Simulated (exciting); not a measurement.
# TiC (Fm-3m) in exciting: a series of runs

One crystal, TiC, is run at these levels: AM05, RPBE+TS; tasks: band structure.

Everything below comes from runs of exciting (release sodium). Logs are shortened: lines on timing, memory, paths and dates and some standing lists are left out, and cuts for length are marked.

### 1 Starting point

Symmetry: Fm-3m, No. 225, cubic system. Conventional cell: a = 4.331 Å, b = 4.331 Å, c = 4.331 Å, α = 90.00°, β = 90.00°, γ = 90.00°. Around Ti (site symmetry m-3m) lie 6 C at 2.17 Å. C (site symmetry m-3m) is surrounded by 6 Ti at 2.17 Å.

The cell is a database's computed one.

### 2 Band structure, AM05

The input, run_exciting.py:

```python
import subprocess
import xml.etree.ElementTree as ET
from ase.io import read
from ase.units import Bohr

atoms = read("TiC.xyz")
rmt = {'Ti': 2.0, 'C': 1.45}  # bohr
tasks = """
<groundstate do="fromscratch" ngridk="11 11 11" rgkmax="6.5" gmaxvr="14" lmaxapw="10" lmaxmat="10" lmaxvr="8" stype="Gaussian" swidth="0.00183747" nempty="14" ValenceRelativity="iora*" epsengy="1e-05" epspot="1e-05" maxscl="60" outputlevel="normal">
  <libxc exchange="XC_GGA_X_AM05" correlation="XC_GGA_C_AM05"/>
</groundstate>
<properties>
  <bandstructure>
    <plot1d>
      <path steps="120">
        <point coord="0 0 0" label="G"/>
        <point coord="0.5 0 0.5" label="X"/>
        <point coord="0.5 0.25 0.75" label="W"/>
        <point coord="0.375 0.375 0.75" label="K"/>
        <point coord="0 0 0" label="G"/>
        <point coord="0.5 0.5 0.5" label="L"/>
        <point coord="0.625 0.25 0.625" label="U"/>
        <point coord="0.5 0.25 0.75" label="W"/>
        <point coord="0.5 0.5 0.5" label="L"/>
        <point coord="0.375 0.375 0.75" label="K" breakafter="true"/>
        <point coord="0.625 0.25 0.625" label="U"/>
        <point coord="0.5 0 0.5" label="X"/>
      </path>
    </plot1d>
  </bandstructure>
  <dos nwdos="300" winddos="-0.6 0.5" inttype="tetra" ngrdos="100" nsmdos="0"/>
  <chargedensityplot>
    <plot3d>
      <box grid="16 16 16">
        <origin coord="0 0 0"/>
        <point coord="1 0 0"/>
        <point coord="0 1 0"/>
        <point coord="0 0 1"/>
      </box>
    </plot3d>
  </chargedensityplot>
  <elfplot>
    <plot3d>
      <box grid="16 16 16">
        <origin coord="0 0 0"/>
        <point coord="1 0 0"/>
        <point coord="0 1 0"/>
        <point coord="0 0 1"/>
      </box>
    </plot3d>
  </elfplot>
  <exccplot>
    <plot3d>
      <box grid="16 16 16">
        <origin coord="0 0 0"/>
        <point coord="1 0 0"/>
        <point coord="0 1 0"/>
        <point coord="0 0 1"/>
      </box>
    </plot3d>
  </exccplot>
</properties>
"""

root = ET.Element("input")
ET.SubElement(root, "title").text = "TiC"
structure = ET.SubElement(root, "structure", speciespath="./", tshift="false")
crystal = ET.SubElement(structure, "crystal", scale="1.0")
for vector in atoms.cell / Bohr:
    ET.SubElement(crystal, "basevect").text = " ".join(f"{x:.12f}" for x in vector)
symbols = atoms.get_chemical_symbols()
for element in dict.fromkeys(symbols):
    species = ET.SubElement(structure, "species", speciesfile=element + ".xml", rmt=str(rmt[element]))
    for symbol, position in zip(symbols, atoms.get_scaled_positions(wrap=False)):
        if symbol == element:
            ET.SubElement(species, "atom", coord=" ".join(f"{x:.12f}" for x in position))
root.extend(ET.fromstring("<tasks>" + tasks + "</tasks>"))
ET.indent(root)
ET.ElementTree(root).write("input.xml")
subprocess.run(["exciting_smp"], check=True)
```

The input, TiC.xyz:

```xyz
2
Lattice="0.0000000000 2.1657188437 2.1657188437 2.1657188437 0.0000000000 2.1657188437 2.1657188437 2.1657188437 0.0000000000" Properties=species:S:1:pos:R:3 pbc="T T T"
Ti     0.0000000000      0.0000000000      0.0000000000
C      2.1657188437      2.1657188437      2.1657188437
```

Potentials or basis: all-electron LAPW+lo, shipped species files, valence relativity iora*.

The run is started by

```sh
$ OMP_NUM_THREADS=1 python run_exciting.py
```

Output:

```text
================================================================================
EXCITING SODIUM started
[... 10 lines left out ...]

 Lattice vectors (cartesian) :
      0.0000000000      4.0926154802      4.0926154802
      4.0926154802      0.0000000000      4.0926154802
      4.0926154802      4.0926154802      0.0000000000

 Reciprocal lattice vectors (cartesian) :
     -0.7676246813      0.7676246813      0.7676246813
      0.7676246813     -0.7676246813      0.7676246813
      0.7676246813      0.7676246813     -0.7676246813

 Unit cell volume                           :     137.0985379891
 Brillouin zone volume                      :       1.8092841622

 Species :    1 (Ti)
     parameters loaded from                 :    Ti.xml
     name                                   :    titanium
     nuclear charge                         :     -22.00000000
     electronic charge                      :      22.00000000
     atomic mass                            :   87256.20311000
     muffin-tin radius                      :       2.00000000
     # of radial points in muffin-tin       :     350

     atomic positions (lattice) :
       1 :   0.00000000  0.00000000  0.00000000

 Species :    2 (C)
     parameters loaded from                 :    C.xml
     name                                   :    carbon
     nuclear charge                         :      -6.00000000
     electronic charge                      :       6.00000000
     atomic mass                            :   21894.16673000
     muffin-tin radius                      :       1.45000000
     # of radial points in muffin-tin       :     250

     atomic positions (lattice) :
       1 :   0.50000000  0.50000000  0.50000000

 Total number of atoms per unit cell        :       2

 Spin treatment                             :    spin-unpolarised

 Number of Bravais lattice symmetries       :      48
 Number of crystal symmetries               :      48

 k-point grid                               :      11   11   11
 Total number of k-points                   :      56
 k-point set is reduced with crystal symmetries

 R^MT_min * |G+k|_max (rgkmax)              :       6.50000000
 Species with R^MT_min                      :       2 (C)
 Maximum |G+k| for APW functions            :       4.48275862
 Maximum |G| for potential and density      :      14.00000000

 G-vector grid sizes                        :      27    27    27
 Total number of G-vectors                  :    6375

 Maximum angular momentum used for
     APW functions                          :      10
     computing H and O matrix elements      :      10
     potential and density                  :       8
     inner part of muffin-tin               :       2

 Total nuclear charge                       :     -28.00000000
 Total electronic charge                    :      28.00000000
 Total core charge                          :      12.00000000
 Total valence charge                       :      16.00000000

 Number of empty states                     :      14
 Total number of valence states             :      23

 Maximum Hamiltonian size                   :     235
 Maximum number of plane-waves              :     218
 Total number of local-orbitals             :      17

 Exchange-correlation type                  :     100
     libxc; exchange: Armiento & Mattsson 05; correlation: Armiento & Mattsson 05 (see libxc for references)

 Smearing scheme                            :    Gaussian
 Smearing width                             :       0.00183747

 Using multisecant Broyden potential mixing
[... 16 lines left out ...]
+ SCF iteration number :    1                                                  +
++++++++++++++++++++++++++++++++++++++++++++++++++++++++++++++++++++++++++++++++
 Total energy                               :      -883.73179612
 _______________________________________________________________
 Fermi energy                               :         0.37393122
 Kinetic energy                             :       901.21119337
 Coulomb energy                             :     -1739.47523226
 Exchange energy                            :       -43.45636325
 Correlation energy                         :        -2.01139399

 DOS at Fermi energy (states/Ha/cell)       :         4.58902650

 Electron charges :
     core                                   :        12.00000000
     core leakage                           :         0.00007998
     valence                                :        16.00000000
     interstitial                           :         4.27553837
     charge in muffin-tin spheres :
                  atom     1    Ti          :        18.86880842
                  atom     2     C          :         4.85565322
     total charge in muffin-tins            :        23.72446163
     total charge                           :        28.00000000

++++++++++++++++++++++++++++++++++++++++++++++++++++++++++++++++++++++++++++++++
+ SCF iteration number :    2                                                  +
++++++++++++++++++++++++++++++++++++++++++++++++++++++++++++++++++++++++++++++++
 Total energy                               :      -890.53534529
 _______________________________________________________________
 Fermi energy                               :         0.39248416
 Kinetic energy                             :       897.23762207
 Coulomb energy                             :     -1742.14253538
 Exchange energy                            :       -43.61250870
 Correlation energy                         :        -2.01792328

 DOS at Fermi energy (states/Ha/cell)       :        12.64382233

 Electron charges :
     core                                   :        12.00000000
     core leakage                           :         0.00008280
     valence                                :        16.00000000
     interstitial                           :         4.22737899
     charge in muffin-tin spheres :
                  atom     1    Ti          :        19.56002534
                  atom     2     C          :         4.21259567
     total charge in muffin-tins            :        23.77262101
     total charge                           :        28.00000000
[... 281 lines left out ...]
 RMS change in effective potential (target) :  0.245840E-06  ( 0.100000E-04)
 Absolute change in total energy   (target) :  0.771921E-06  ( 0.100000E-04)
 Charge distance                   (target) :  0.114149E-07  ( 0.100000E-04)

++++++++++++++++++++++++++++++++++++++++++++++++++++++++++++++++++++++++++++++++
+ SCF iteration number :   13                                                  +
++++++++++++++++++++++++++++++++++++++++++++++++++++++++++++++++++++++++++++++++
 Total energy                               :      -890.05609587
 _______________________________________________________________
 Fermi energy                               :         0.39671887
 Kinetic energy                             :       897.47696761
 Coulomb energy                             :     -1741.91345786
 Exchange energy                            :       -43.60193775
 Correlation energy                         :        -2.01766787

 DOS at Fermi energy (states/Ha/cell)       :        12.64903025

 Electron charges :
     core                                   :        12.00000000
     core leakage                           :         0.00008101
     valence                                :        16.00000000
     interstitial                           :         4.22917546
     charge in muffin-tin spheres :
                  atom     1    Ti          :        19.54503803
                  atom     2     C          :         4.22578650
     total charge in muffin-tins            :        23.77082454
     total charge                           :        28.00000000

 RMS change in effective potential (target) :  0.230925E-07  ( 0.100000E-04)
 Absolute change in total energy   (target) :  0.657817E-05  ( 0.100000E-04)
 Charge distance                   (target) :  0.490274E-07  ( 0.100000E-04)

++++++++++++++++++++++++++++++++++++++++++++++++++++++++++++++++++++++++++++++++
| Convergency criteria checked for the last 2 iterations                       +
| Convergence targets achieved. Performing final SCF iteration                 +
++++++++++++++++++++++++++++++++++++++++++++++++++++++++++++++++++++++++++++++++
 Total energy                               :      -890.05609675
 _______________________________________________________________
 Fermi energy                               :         0.39671886
 Kinetic energy                             :       897.47696712
 Coulomb energy                             :     -1741.91345823
 Exchange energy                            :       -43.60193777
 Correlation energy                         :        -2.01766787

 DOS at Fermi energy (states/Ha/cell)       :        12.64899985

 Electron charges :
     core                                   :        12.00000000
     core leakage                           :         0.00008101
     valence                                :        16.00000000
     interstitial                           :         4.22917545
     charge in muffin-tin spheres :
                  atom     1    Ti          :        19.54503810
                  atom     2     C          :         4.22578644
     total charge in muffin-tins            :        23.77082455
     total charge                           :        28.00000000

++++++++++++++++++++++++++++++++++++++++++++++++++++++++++++++++++++++++++++++++
[... 7 lines left out ...]

--------------------------------------------------------------------------------
- CAUTION! Warnings have been written in file WARNING.OUT !                    -
--------------------------------------------------------------------------------
================================================================================
| EXCITING SODIUM stopped                                                      =
================================================================================
```

Wall time 87 s (1 thread of Arm Neoverse V1, shared host); peak memory 0.12 GiB.

Results:

```
Free energy                                       : -24219.6608 eV
Band gap on the k mesh                            : none (metal or under the smearing width)
All electrons inside the program's atomic spheres : Ti 19.55; C 4.23 (radii Ti 2.0, C 1.45 bohr)
```

Levels at the corners of the path, in eV from the Fermi level:
| point | band 4 | band 5 | band 6 | band 7 | band 8 | band 9 | band 10 | band 11 | band 12 | band 13 |
| --- | --- | --- | --- | --- | --- | --- | --- | --- | --- | --- |
| Γ | -32.51 | -12.47 | 0.55 | 0.55 | 0.55 | 1.60 | 1.60 | 1.60 | 1.63 | 1.63 |
| X | -32.69 | -10.15 | -3.57 | -1.80 | -0.13 | -0.13 | 2.64 | 3.42 | 3.42 | 5.78 |
| W | -32.69 | -9.54 | -3.29 | -3.29 | -2.81 | 2.68 | 2.68 | 3.42 | 5.08 | 5.13 |
| K | -32.64 | -9.62 | -3.62 | -3.49 | -1.82 | 1.34 | 3.04 | 3.73 | 5.37 | 5.48 |
| Γ | -32.51 | -12.47 | 0.55 | 0.55 | 0.55 | 1.60 | 1.60 | 1.60 | 1.63 | 1.63 |
| L | -32.56 | -8.93 | -6.00 | -3.00 | -3.00 | 2.82 | 2.82 | 4.01 | 8.00 | 8.13 |
| U | -32.64 | -9.62 | -3.62 | -3.49 | -1.82 | 1.34 | 3.04 | 3.73 | 5.37 | 5.48 |
| W | -32.69 | -9.54 | -3.29 | -3.29 | -2.81 | 2.68 | 2.68 | 3.42 | 5.08 | 5.13 |
| L | -32.56 | -8.93 | -6.00 | -3.00 | -3.00 | 2.82 | 2.82 | 4.01 | 8.00 | 8.13 |
| K | -32.64 | -9.62 | -3.62 | -3.49 | -1.82 | 1.34 | 3.04 | 3.73 | 5.37 | 5.48 |
| U | -32.64 | -9.62 | -3.62 | -3.49 | -1.82 | 1.34 | 3.04 | 3.73 | 5.37 | 5.48 |
| X | -32.69 | -10.15 | -3.57 | -1.80 | -0.13 | -0.13 | 2.64 | 3.42 | 3.42 | 5.78 |

States per cell in windows of 1 eV (zero at the Fermi level; states under -8 eV left out):
```
from (eV)  total
     -8.0   0.00
     -7.0   0.00
     -6.0   0.26
     -5.0   0.98
     -4.0   1.36
     -3.0   2.23
     -2.0   0.89
     -1.0   0.37
      0.0   0.52
      1.0   0.98
      2.0   2.28
      3.0   2.48
      4.0   0.72
      5.0   1.10
      6.0   1.07
      7.0   0.75
```

### 3 Band structure, RPBE+TS (volume scaled by 1.25)

The input, run_exciting.py:

```python
import subprocess
import xml.etree.ElementTree as ET
from ase.io import read
from ase.units import Bohr

atoms = read("POSCAR")
rmt = {'Ti': 2.0, 'C': 1.45}  # bohr
tasks = """
<groundstate do="fromscratch" ngridk="11 11 11" rgkmax="6.5" gmaxvr="14" lmaxapw="10" lmaxmat="10" lmaxvr="8" stype="Fermi Dirac" swidth="0.00183747" nempty="14" ValenceRelativity="iora*" epsengy="1e-05" epspot="1e-05" maxscl="60" outputlevel="high">
  <libxc exchange="XC_GGA_X_RPBE" correlation="XC_GGA_C_PBE"/>
</groundstate>
<properties>
  <bandstructure>
    <plot1d>
      <path steps="80">
        <point coord="0 0 0" label="G"/>
        <point coord="0.5 0 0.5" label="X"/>
        <point coord="0.5 0.25 0.75" label="W"/>
        <point coord="0.375 0.375 0.75" label="K"/>
        <point coord="0 0 0" label="G"/>
        <point coord="0.5 0.5 0.5" label="L"/>
        <point coord="0.625 0.25 0.625" label="U"/>
        <point coord="0.5 0.25 0.75" label="W"/>
        <point coord="0.5 0.5 0.5" label="L"/>
        <point coord="0.375 0.375 0.75" label="K" breakafter="true"/>
        <point coord="0.625 0.25 0.625" label="U"/>
        <point coord="0.5 0 0.5" label="X"/>
      </path>
    </plot1d>
  </bandstructure>
  <TSvdW/>
</properties>
"""

root = ET.Element("input")
ET.SubElement(root, "title").text = "TiC"
structure = ET.SubElement(root, "structure", speciespath="./", tshift="false")
crystal = ET.SubElement(structure, "crystal", scale="1.0")
for vector in atoms.cell / Bohr:
    ET.SubElement(crystal, "basevect").text = " ".join(f"{x:.12f}" for x in vector)
symbols = atoms.get_chemical_symbols()
for element in dict.fromkeys(symbols):
    species = ET.SubElement(structure, "species", speciesfile=element + ".xml", rmt=str(rmt[element]))
    for symbol, position in zip(symbols, atoms.get_scaled_positions(wrap=False)):
        if symbol == element:
            ET.SubElement(species, "atom", coord=" ".join(f"{x:.12f}" for x in position))
root.extend(ET.fromstring("<tasks>" + tasks + "</tasks>"))
ET.indent(root)
ET.ElementTree(root).write("input.xml")
subprocess.run(["exciting_smp"], check=True)
```

The input, POSCAR:

```
TiC
1.0
    0.0000000000      2.3329499029      2.3329499029
    2.3329499029      0.0000000000      2.3329499029
    2.3329499029      2.3329499029      0.0000000000
Ti C
1 1
Direct
    0.0000000000      0.0000000000      0.0000000000
    0.5000000000      0.5000000000      0.5000000000
```

Potentials or basis: all-electron LAPW+lo, shipped species files, valence relativity iora*.

The run is started by

```sh
$ OMP_NUM_THREADS=1 python run_exciting.py
```

It took 2.7 min on 1 thread of Arm Neoverse V1, shared host; peak memory 0.13 GiB.

It converged, with:

```
Free energy                                       : -24277.1229 eV
Band gap on the k mesh                            : none (metal or under the smearing width)
All electrons inside the program's atomic spheres : Ti 19.37; C 4.12 (radii Ti 2.0, C 1.45 bohr)
Dispersion energy per atom                        : -0.456 eV
```

Levels at the corners of the path, in eV from the Fermi level:
```csv
point,band 6,band 7,band 8,band 9,band 10,band 11
Γ,0.54,0.54,0.54,1.20,1.20,1.36
X,-3.19,-1.11,-0.20,-0.20,1.89,2.49
W,-2.74,-2.74,-2.29,2.05,2.05,2.49
K,-3.01,-2.94,-1.49,1.08,2.24,2.73
Γ,0.54,0.54,0.54,1.20,1.20,1.36
L,-4.93,-2.33,-2.33,2.07,2.07,2.92
U,-3.01,-2.94,-1.49,1.08,2.24,2.73
W,-2.74,-2.74,-2.29,2.05,2.05,2.49
L,-4.93,-2.33,-2.33,2.07,2.07,2.92
K,-3.01,-2.94,-1.49,1.08,2.24,2.73
U,-3.01,-2.94,-1.49,1.08,2.24,2.73
X,-3.19,-1.11,-0.20,-0.20,1.89,2.49
```

Caveat: the log's total energy holds no entropy term; the free energy is that total less TS from the occupations; the dispersion energy is computed afterwards and isn't part of the total energy.
